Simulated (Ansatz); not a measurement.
# GaN (rocksalt type): the cost of one run

Program: Ansatz 0.2.0. Level of theory: DFT, PBE, PAW with Ansatz's default frozen-core files, scalar-relativistic. These are calculated values, not measurements.

## (1) The starting structure

The structure is cubic, space group Fm-3m (No. 225). Conventional cell: a = 4.309 Å, b = 4.309 Å, c = 4.309 Å, α = 90.00°, β = 90.00°, γ = 90.00°. Ga (site symmetry m-3m) has 6 N at 2.15 Å as nearest neighbours. N (site symmetry m-3m) is surrounded by 6 Ga at 2.15 Å.

Structure file:

```xyz
2
Lattice="0.0000 2.1544 2.1544 2.1544 0.0000 2.1544 2.1544 2.1544 0.0000" Properties=species:S:1:pos:R:3 pbc="T T T"
Ga    0.0000    0.0000    0.0000
N     2.1544    2.1544    2.1544
```

Atoms are numbered in the order of the input: Ga1, N2.

## (2) Cell relaxed at zero pressure, PAW

Contents of input.yaml:

```yaml
crystal:
  lattice:
    - [0.0, 2.15443469, 2.15443469]
    - [2.15443469, 0.0, 2.15443469]
    - [2.15443469, 2.15443469, 0.0]
  atoms:
    - { symbol: Ga, position: [0.0, 0.0, 0.0] }
    - { symbol: "N", position: [0.5, 0.5, 0.5] }
kpoints:
  mp_grid: { grid: [16, 16, 16] }
scf:
  occupations: { method: fermi_dirac, width: 0.05 }
hamiltonian:
  xc: pbe
  pseudopotentials: { kind: paw }
output:
  forces: true
  stress: true
relax:
  f_tol: 0.005
  max_steps: 40
  cell: {}
```

Launch:

```
$ ansatz run input.yaml --threads 1 --pin off --max-ram 3584MiB --backend cpu --events-out ev --progress --plain --runs-dir out
```

**Question.** How long does this run take on 1 thread of Intel Xeon Platinum 8488C (Sapphire Rapids), shared host, and how much memory does it need?

About 12 s, with a peak of 0.38 GiB.
